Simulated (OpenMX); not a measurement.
Runs of OpenMX 3.8.5 on Tl. Symmetry: P6_3/mmc, No. 194, hexagonal system. Conventional cell: a = 3.361 Å, b = 3.361 Å, c = 5.374 Å, α = 90.00°, β = 90.00°, γ = 120.00°. Tl (site symmetry -6m2) is surrounded by 12 Tl at 3.31 to 3.36 Å. 

| cell | gap on the mesh (eV) | pressure (GPa) | largest force (eV/Å) |
| --- | --- | --- | --- |
| P6_3/mmc, 26.29 Å³/atom | none | 8.9 | 0.01 |
| P6_3/mmc, 27.43 Å³/atom | none | (b) | 0.01 |
| P6_3/mmc, 25.15 Å³/atom | none | (a) | 0.01 |
| P6_3/mmc, 28.57 Å³/atom | none | 4.3 | 0.01 |
| P6_3/mmc, 30.86 Å³/atom | none | 1.3 | 0.01 |

Alike in all rows: task single point; level PBE; potentials or basis OpenMX 2013 PBE set, Tl8.0-s3p2d2f1, grid cutoff 500 Ry; no spin polarisation; k mesh 7 × 7 × 5; smearing fermi-dirac 0.05 eV.

**Question.** Fill in the values left out.

**Answer.** (a) 12.2; (b) 6.3.

Caveats: the basis has few d functions beyond the semicore shells, which can make volumes several per cent too large; the basis of atomic orbitals isn't converged, which shifts pressures, moduli and gaps.

A k mesh can miss the band edges, and the runs leave out spin-orbit coupling on Tl.

A gap of «none» marks a metal or a gap under the smearing width.
